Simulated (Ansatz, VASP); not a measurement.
# Cross-check of Ga2SnSeS3 (Ga2SSe under 1T-SnS2, AB) between VASP and Ansatz

One calculation is typed for both programs; each brings its own data sets. How far apart do they land? The structure shown is the start of the Ansatz relaxation below; VASP solves that cell, so the two are compared at the walk's first step.

Main program and level: Ansatz 0.2.0; plane waves, with VASP 6.6.1 beside it; single point at PBE with D3(BJ).

## Step 1: The structure

The cell holds 7 atoms: 1 Se, 2 Ga, 3 S and 1 Sn. Its edges and angles: a = 3.703 Å, b = 3.702 Å, c = 49.595 Å, α = 90.0°, β = 90.0°, γ = 120.0°. Vacuum lies along c.

## Step 2: Ansatz: relaxation, PBE with D3(BJ)

Ansatz runs on its default PAW (the set named soft_2) files.

The two programs are compared at the cell with which this relaxation starts, whose forces are those of its first step.

The input, input.yaml:

```yaml
crystal:
  lattice:
    - [3.7025, 0.0, 0.0]
    - [-1.85125, 3.2064590575, 0.0]
    - [0.0, 0.0, 49.5948421411]
  atoms:
    - { symbol: Se, position: [0.3333333333, 0.6666666667, 0.40629225] }
    - { symbol: Ga, position: [0.0, 0.0, 0.4303773716] }
    - { symbol: Ga, position: [0.0, 0.0, 0.479576036] }
    - { symbol: S, position: [0.3333333333, 0.6666666667, 0.4966176771] }
    - { symbol: S, position: [0.0, 0.0, 0.5571078383] }
    - { symbol: Sn, position: [0.3333333333, 0.6666666667, 0.5754077942] }
    - { symbol: S, position: [0.6666666667, 0.3333333333, 0.59370775] }
  periodic: [true, true, false]
kpoints:
  mp_grid: { grid: [12, 12, 1] }
hamiltonian:
  xc: pbe
  dispersion: d3bj
scf:
  occupations: { method: fermi_dirac, width: 0.05 }
  convergence: { dr2_threshold: 1.0e-09 }
relax:
  f_tol: 0.004
  max_steps: 90
  cell: {}
output:
  write_potential: true
  write_density: true
  volumetric_format: npy
```

Started as:

```console
$ ansatz run input.yaml --threads 4 --pin off --max-ram 6144MiB --backend cpu --events-out ev --progress --plain --runs-dir out
```

Numbers of over 12 decimals in the logs are rounded to 6 here.

Output:

```text
Warning: relax.cell: scf.convergence.dr2_threshold = 1e-9 eV is looser than the 1.88024992757e-10 eV advised for a relaxation that steers and ends on the stress (1e-10 eV for each atom of the cell: 7, times the square of relax.cell.stress_2d_tol = 0.05 N/m over 19.3 Å (the atoms' height at the walk's start and 5 Å past either face), 2.591e-2 GPa, over a crystal's default 0.05). What an SCF threshold leaves in a stress goes as its square root, and in the free energy as the threshold itself, and one threshold admits the most on a small cell: [figures from the program's tests cut] Set scf.convergence.dr2_threshold to 1.88024992757e-10 eV or tighter. [rest of the remark cut]
Engine: ansatz 0.2.0, aarch64-unknown-linux-gnu
Pseudopotentials: kind: paw
Pseudopotential: Se, paw, valence charge 16, recommended cutoff 420 eV (normal), Se.paw.azcp
Pseudopotential: Ga, paw, valence charge 13, recommended cutoff 420 eV (normal), Ga.paw.azcp
Pseudopotential: S, paw, valence charge 6, recommended cutoff 420 eV (normal), S.paw.azcp
Pseudopotential: Sn, paw, valence charge 14, recommended cutoff 420 eV (normal), Sn.paw.azcp
Functional definition: PBE
  parameter kappa = 0.804
  parameter beta = 0.066725
  exchange = pbe_x(kappa = kappa, mu = beta*pi^2/3)
  correlation = pbe_c(beta = beta)
Crystal: 7 atoms, lattice volume = 588.786 Å³
Basis set: ecut = 420 eV, 11577 PW (Γ), exchange–correlation on 50×50×720 points (8 copies of the dense FFT grid, shifted against one another)
Bands: 45, of which v1, the nominal top of the filled ones, is band 37 counted from 1 (36 counted from 0)
Symmetry: 6 space group operations
Space group: P3m1 (ITA 156), of the structure as read, at distance tolerance 8.4e-5 Å
k-points: 19 of 144 (time reversal used)
Non-local potential: Se, projectors of the file, l = 0: 2, l = 1: 2, l = 2: 3, l = 3: 1
Non-local potential: Ga, projectors of the file, l = 0: 2, l = 1: 2, l = 2: 3, l = 3: 1
Non-local potential: S, projectors of the file, l = 0: 2, l = 1: 2, l = 2: 2
Non-local potential: Sn, projectors of the file, l = 0: 2, l = 1: 2, l = 2: 2, l = 3: 2
PAW form: soft (Blöchl's): semilocal exchange-correlation on the pseudo side does not see the compensation charge
PAW one-centre angular grid: Se, 590 points (default); XC on 64 Gauss nodes
PAW one-centre angular grid: Ga, 590 points (default); XC on 64 Gauss nodes
PAW one-centre angular grid: S, 110 points (default); XC on 64 Gauss nodes
PAW one-centre angular grid: Sn, 590 points (default); XC on 64 Gauss nodes
Initial density: superposition of atomic densities (neutral atoms: chi_scale 0, normalization atom), corrected by the library's trained network
Initial wavefunctions: pseudopotential atomic-orbital guess
Functional: x = pbe(κ = 0.804, μ = 0.219515), c = pbe(β = 0.066725)
SCF iter   1: F=—  HF=-21767.268284 eV  |F-HF|=—  |Δ(HF+E_count)|=         —  Δρ=1.67e-3  dr2=4.15e-2  ethr=1.77e-3  ⟨swp⟩=18.6  Hψ=6307  notcnv=0  defer=11
preconditioner: auto → Resta (q_TF=auto, 1.931 Å⁻¹)  ε∞=1.6  [insulator: Δε(μ)=1.457 eV  Ē_g=15.250 eV  σ=0.050 eV  W_gap=1.00  n_scr=30 (ndim 8)  ℏωp=12.2 eV  f_vac=0.738  D(μ)=0.00/eV (n_scr^D=0)  ε∞_Penn≈1.6  vacuum switching on, ρ_ref=1.7e-2 e/Å³]
SCF iter   2: F=—  HF=-21767.255667 eV  |F-HF|=—  |Δ(HF+E_count)|=   1.26e-2  Δρ=8.24e-4  dr2=1.29e-2  ethr=5.61e-5  ⟨swp⟩=3.9  Hψ=2104  notcnv=0  defer=45
SCF iter   3: F=—  HF=-21767.254513 eV  |F-HF|=—  |Δ(HF+E_count)|=   1.15e-3  Δρ=4.95e-4  dr2=6.87e-3  ethr=1.74e-5  ⟨swp⟩=3.4  Hψ=1591  notcnv=0  defer=45
SCF iter   4: F=—  HF=-21767.254087 eV  |F-HF|=—  |Δ(HF+E_count)|=   4.25e-4  Δρ=2.30e-4  dr2=1.46e-3  ethr=9.29e-6  ⟨swp⟩=2.8  Hψ=1108  notcnv=0  defer=45
SCF iter   5: F=—  HF=-21767.254042 eV  |F-HF|=—  |Δ(HF+E_count)|=   4.50e-5  Δρ=1.30e-4  dr2=1.47e-4  ethr=1.97e-6  ⟨swp⟩=2.9  Hψ=1307  notcnv=0  defer=45
SCF iter   6: F=—  HF=-21767.254107 eV  |F-HF|=—  |Δ(HF+E_count)|=   6.45e-5  Δρ=6.75e-5  dr2=3.48e-5  ethr=1.99e-7  ⟨swp⟩=3.2  Hψ=1739  notcnv=0  defer=45
SCF iter   7: F=—  HF=-21767.254097 eV  |F-HF|=—  |Δ(HF+E_count)|=   1.03e-5  Δρ=2.61e-5  dr2=3.62e-6  ethr=4.70e-8  ⟨swp⟩=2.7  Hψ=1322  notcnv=0  defer=45
SCF iter   8: F=—  HF=-21767.254125 eV  |F-HF|=—  |Δ(HF+E_count)|=   2.88e-5  Δρ=7.80e-6  dr2=2.62e-7  ethr=4.89e-9  ⟨swp⟩=3.1  Hψ=1679  notcnv=0  defer=45
[...]
iter 1 solved again at ethr=2.42e-7 eV; its pass at ethr=3.10e-3 eV (dr2=1.79e-4 eV) is discarded
SCF iter   1: F=—  HF=-21770.864028 eV  |F-HF|=—  |Δ(HF+E_count)|=         —  Δρ=8.15e-6  dr2=1.16e-7  ethr=2.42e-7  ⟨swp⟩=6.3  Hψ=9184  notcnv=0
eigensolver tolerance schedule: the retry pair's looser diagonalisation over-reported the residual by 1544.87 of it (diagonalisation noise at 0.14 of the residual, at the tolerance the schedule requests for it); recorded, not acted on — ethr = c·dr2/N_el stays at c = 1.0e-1
preconditioner: auto → Resta (q_TF=auto, 1.936 Å⁻¹)  ε∞=1.7  [insulator: Δε(μ)=0.881 eV  Ē_g=14.776 eV  σ=0.050 eV  W_gap=1.00  n_scr=30 (ndim 8)  ℏωp=12.3 eV  f_vac=0.712  D(μ)=0.00/eV (n_scr^D=0)  ε∞_Penn≈1.7  vacuum switching on, ρ_ref=1.6e-2 e/Å³]
SCF iter   2: F=—  HF=-21770.864032 eV  |F-HF|=—  |Δ(HF+E_count)|=   3.97e-6  Δρ=5.68e-6  dr2=9.30e-8  ethr=1.56e-10  ⟨swp⟩=4.5  Hψ=2553  notcnv=0
SCF iter   3: F=—  HF=-21770.864032 eV  |F-HF|=—  |Δ(HF+E_count)|=   6.43e-8  Δρ=2.32e-6  dr2=2.55e-7  ethr=1.26e-10  ⟨swp⟩=2.1  Hψ=1371  notcnv=0
SCF iter   4: F=—  HF=-21770.864032 eV  |F-HF|=—  |Δ(HF+E_count)|=   2.47e-8  Δρ=1.13e-6  dr2=4.42e-8  ethr=1.26e-10  ⟨swp⟩=3.4  Hψ=1419  notcnv=0
SCF iter   5: F=—  HF=-21770.864032 eV  |F-HF|=—  |Δ(HF+E_count)|=   4.23e-9  Δρ=3.30e-7  dr2=1.19e-9  ethr=5.97e-11  ⟨swp⟩=1.9  Hψ=1113  notcnv=0
SCF iter   6: F=-21770.864032 eV  HF=-21770.864032 eV  |F-HF|=6.48e-10  |Δ(HF+E_count)|=  2.47e-10  Δρ=1.22e-7  dr2=3.11e-10  ethr=1.35e-12  ⟨swp⟩=15.7  Hψ=7127  notcnv=0
SCF 10 converged in 6 iterations: F = -21770.864032 eV  dr2 = 3.11e-10
relax step  10: F+E_penalty+E_count = -21770.86403202 eV  Δ(F+E_penalty+E_count) = +5.222e-4 eV  max|allowed force component| = 1.935e-3 eV/Å  Δτ_max = 0.0000 Å  P = -0.019 N/m  Ω = 580.068 Å³  fix = [c, alpha, beta]  reactions: c -0.000 N/m  stress off target by 1.88e-2 N/m on what of the cell is left free  SCF on the basis re-selected at this cell (its energy is not comparable with the rows above)  (6 SCF iters)
basis re-selected at this cell: Δ(F+E_penalty+E_count) = +5.222e-4 eV, ΔP = -0.033 N/m vs the last step (what re-selecting the basis moved, of the pressure what is left beyond the Pulay correction that the steps carried, after the strain that the cell walked since its last selection, with what the two solves' SCF thresholds leave and, on support functions, any second-order correction that the steps lacked; it is no m [...]
WARN: The output density's exchange-correlation potential varies sharply where the density is thin. Do not read a vacuum level from v_tot or v_xc, or from such a field of the output density. On a cell that repeats whose density bears no net charge and no dipole along the vacuum's axis use v_es (v_loc + v_h of the components); under efield.dipole_correction with no amplitude use v_es + v_field, which holds any externa [...]
SCF converged after 6 iterations
Free energy (F): -21770.864032 eV
Harris-Foulkes:  -21770.864032 eV  (|F-HF|=6.48e-10)
Internal energy: -21770.864016 eV  (E = F + TS)
E sigma→0 (E₀):  -21770.864024 eV
Entropy (-TS):   -0.000016 eV (-0.002 meV/atom)
Fermi energy:    -5.477082 eV
--- Per-component energies (eV) ---
  E_band       = -1585.352023
  E_kinetic    = 856.019647
  E_local      = -348103.301184  (includes V_loc(G=0)·N_el)
  E_nonlocal   = 309.538389
  E_hartree    = 173452.697729
  E_xc         = -913.488744
  E_vxc        = -569.295640  (∫ρ·V_xc dr)
  E_paw        = -11832.703848  (= ΣΔE_a)
  E_vpaw       = -983.706859  (= ΣTr[D̂ρ^β])
  E_aug_tail   = -0.000783  (compensation charges beyond the density's cutoff)
  E_ewald      = 164462.185590
  E_disp       = -1.810813  (pairwise vdW)
  E_smearing   = -0.000016  (= −TS)
  E_closure    = 0.000000  (closes the sum)
  Σ components = -21770.864032   (vs F -21770.864032, Δ=0.00e0)
--- Forces (eV/Å), atoms counted from 1 ---
  atom   1  Se     0.00000000     0.00000000    -0.00193576
  atom   2  Ga     0.00000000    -0.00000000     0.00135375
  atom   3  Ga     0.00000000    -0.00000000     0.00075554
  atom   4  S      0.00000000     0.00000000    -0.00122879
  atom   5  S      0.00000000    -0.00000000     0.00057034
  atom   6  Sn     0.00000000     0.00000000     0.00007666
  atom   7  S      0.00000000     0.00000000     0.00040485
  max |Σ_I F_I| component: 3.41e-6 eV/Å
--- 2D stress c σ (N/m, compression-positive) ---
       -0.018827      -0.000000      -0.000000
       -0.000000      -0.018827      -0.000000
       -0.000000      -0.000000      -0.000000
  P = ½ c Tr σ = -0.0188 N/m
--- Band table (eV; the first three rows and the last of 19) ---
  k-point 0: bands = [... 33 lower, -6.7428, -6.1525, -6.1525, -6.0627, -4.2143, -3.6115, -2.8279, -2.6131, ... 4 higher]
  k-point 1: bands = [... 33 lower, -6.7601, -6.6721, -6.2752, -5.9751, -3.9002, -3.2830, -2.4270, -2.1862, ... 4 higher]
  k-point 2: bands = [... 33 lower, -7.2319, -6.6517, -6.5766, -5.9806, -3.7036, -2.8302, -2.3501, -1.8922, ... 4 higher]
  k-point 18: bands = [... 33 lower, -7.6551, -7.5353, -7.2690, -7.1744, -3.9382, -3.4253, -2.4418, -1.2224, ... 4 higher]
  the weakly bound empty levels are not read free of the cell's end (no_gap_told)
--- Relaxed structure (9 steps of the walk, 9 accepted, 1 SCFs on fresh bases) ---
  F+E_penalty+E_count = -21770.86403202 eV   max|allowed force component| = 1.935e-3 eV/Å   (the final SCF, on the basis selected at the relaxed cell)
  cell:  # Å, volume = 580.0679 Å³
    - [3.674987, -1.0181708108977397e-18, 0]
    - [-1.837494, 3.182632, 0]
    - [0, 0, 49.5948421411]
  atoms:
    - { symbol: Se, position: [0.333333, 0.666667, 0.398403] }
    - { symbol: Ga, position: [8.901049921904283e-18, -1.3216940769962574e-17, 0.423086] }
    - { symbol: Ga, position: [8.84142914604026e-18, -1.3216940769962576e-17, 0.472405] }
    - { symbol: S, position: [0.333333, 0.666667, 0.493511] }
    - { symbol: S, position: [6.7817141818505786e-18, -1.3216940769962412e-17, 0.554092] }
    - { symbol: Sn, position: [0.333333, 0.666667, 0.583885] }
    - { symbol: S, position: [0.666667, 0.333333, 0.613704] }
```

## Step 3: VASP: single point, PBE with D3(BJ), start cell

The same cell, functional, mesh and smearing now go to VASP, with its own data sets.

Lines of VASP's logs that name or quote its potential files are left out, and so is its time.

The input, INCAR:

```
SYSTEM = Ga2SnSeS3
PREC = Accurate
ENCUT = 400
EDIFF = 1E-06
NELM = 120
ISMEAR = -1
SIGMA = 0.05
LREAL = .FALSE.
ALGO = Normal
GGA = PE
IVDW = 12
NBANDS = 39
LORBIT = 11
LWAVE = .FALSE.
LCHARG = .FALSE.
ISIF = 2
LDIPOL = .TRUE.
IDIPOL = 3
DIPOL = 0.5 0.5 0.506
LVHAR = .TRUE.
LASPH = .TRUE.
GGA_COMPAT = .FALSE.
EFERMI = MIDGAP
NELMDL = -8
KPAR = 2
```

The input, POSCAR:

```
Ga2SnSeS3
1.0
    3.7025000000      0.0000000000      0.0000000000
   -1.8512500000      3.2064590000      0.0000000000
    0.0000000000      0.0000000000     49.5948420000
Se Ga S Sn
1 2 3 1
Direct
    0.3333332814      0.6666665627      0.4062922511
    0.0000000000      0.0000000000      0.4303773767
    0.0000000000      0.0000000000      0.4795760414
    0.3333332814      0.6666665627      0.4966176725
    0.0000000000      0.0000000000      0.5571078339
    0.6666667186      0.3333334373      0.5937077489
    0.3333332814      0.6666665627      0.5754078015
```

The input, KPOINTS:

```
Automatic mesh
0
Gamma
12 12 1
0 0 0
```

The projector-augmented-wave data sets are Se, Ga_d, S and Sn_d (PBE family, release 64).

Started as:

```console
$ mpirun -np 2 vasp_std
```

Output:

```text
[banner, memory and clock lines left out]
running    2 mpi-ranks, on    1 nodes
 distrk:  each k-point on    1 cores,    2 groups
 distr:  one band on    1 cores,    1 groups

 POSCAR found type information on POSCAR SeGaS Sn
 POSCAR found :  4 types and       7 ions
 LDA part: xc-table for (Slater+PW92), standard interpolation
 POSCAR, INCAR and KPOINTS ok, starting setup
 FFT: planning ... GRIDC
 FFT: planning ... GRID_SOFT
 FFT: planning ... GRID
 WAVECAR not read
 entering main loop
       N       E                     dE             d eps       ncg     rms          rms(c)
DAV:   1     0.493163065611E+03    0.49316E+03   -0.24455E+04  1810   0.118E+03
DAV:   2     0.427509418022E+02   -0.45041E+03   -0.43936E+03  1967   0.293E+02
DAV:   3    -0.228178961744E+02   -0.65569E+02   -0.64757E+02  1943   0.127E+02
DAV:   4    -0.264929508076E+02   -0.36751E+01   -0.36557E+01  2065   0.335E+01
DAV:   5    -0.265703052666E+02   -0.77354E-01   -0.77274E-01  2103   0.456E+00
DAV:   6    -0.265732226439E+02   -0.29174E-02   -0.29169E-02  2281   0.805E-01
DAV:   7    -0.265732908480E+02   -0.68204E-04   -0.68197E-04  2135   0.119E-01
DAV:   8    -0.265732932789E+02   -0.24309E-05   -0.24312E-05  2248   0.216E-02    0.166E+01
DAV:   9    -0.254150165072E+02    0.11583E+01   -0.19706E+00  2104   0.202E+01    0.111E+01
DAV:  10    -0.253272623638E+02    0.87754E-01   -0.19558E+00  2091   0.916E+00    0.168E+00
DAV:  11    -0.252700506562E+02    0.57212E-01   -0.49630E-01  1993   0.703E+00    0.136E+00
DAV:  12    -0.252725118047E+02   -0.24611E-02   -0.29760E-02  1794   0.111E+00    0.691E-01
DAV:  13    -0.252718202697E+02    0.69153E-03   -0.61203E-03  2137   0.101E+00    0.569E-01
DAV:  14    -0.252717537258E+02    0.66544E-04   -0.25019E-03  1729   0.358E-01    0.306E-01
[...]
DAV:  22    -0.252720599566E+02   -0.32219E-04   -0.73857E-07  1184   0.569E-03    0.106E-02
DAV:  23    -0.252721072896E+02   -0.47333E-04   -0.36269E-06  1279   0.638E-03    0.407E-03
DAV:  24    -0.252721154653E+02   -0.81757E-05   -0.20405E-07  1158   0.307E-03    0.158E-03
DAV:  25    -0.252721260553E+02   -0.10590E-04   -0.17086E-07  1087   0.233E-03    0.120E-03
DAV:  26    -0.252721301421E+02   -0.40868E-05   -0.86398E-08  1084   0.184E-03    0.178E-03
DAV:  27    -0.252721324786E+02   -0.23365E-05   -0.37312E-08  1007   0.149E-03    0.110E-03
DAV:  28    -0.252721348638E+02   -0.23852E-05   -0.53073E-08  1043   0.955E-04    0.584E-04
DAV:  29    -0.252721355139E+02   -0.65007E-06   -0.18896E-08  1007   0.901E-04
   1 F= -.27222366E+02 E0= -.27222366E+02  d E =-.260074E-06
```

(Continued in part 2 of 2.)

[Lines on the potential files, build, host, timing and source positions are cut from VASP's logs without a mark.]

[Logs are printed without paths, hosts, clocks, repeated set-up lines and the standing remarks that a program may print on its own settings, such as how far it seeks lower states.]

[Hosts, paths, dates, database ids (printed as entryN), source tags and the programs' standing remarks are cut or masked in the printed files.]
